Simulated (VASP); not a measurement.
BaTiO3:

```
Ba Ti O
1.0
     4.00600    0.00000    0.00000
     0.00000    4.00600    0.00000
     0.00000    0.00000    4.00600
Ba Ti O
1 1 3
Direct
  0.50000 0.50000 0.50000
  0.00000 0.00000 0.00000
  0.00000 0.00000 0.50000
  0.00000 0.50000 0.00000
  0.50000 0.00000 0.00000
```

Program: VASP 6.6.1. Alike in all runs: task band structure; no spin polarisation; cell as given; k mesh 8 × 8 × 8; cutoff (eV) 520; smearing gaussian 0.02 eV.

Task: Order these runs on this cell by their pressure, lowest first.
A. level LDA; potentials or basis VASP PAW LDA potentials, release 64 (Ba_sv, Ti_sv, O)
B. level PBE; potentials or basis VASP PAW PBE potentials, release 64 (Ba_sv, Ti_sv, O)
C. level r2SCAN; potentials or basis VASP PAW PBE potentials, release 64 (Ba_sv, Ti_sv, O)

Result: A (-7.3 GPa), C (0.3 GPa), B (3.4 GPa).

Caveats: the PAW data sets were made with another functional, which shifts forces and pressure a little (some runs).
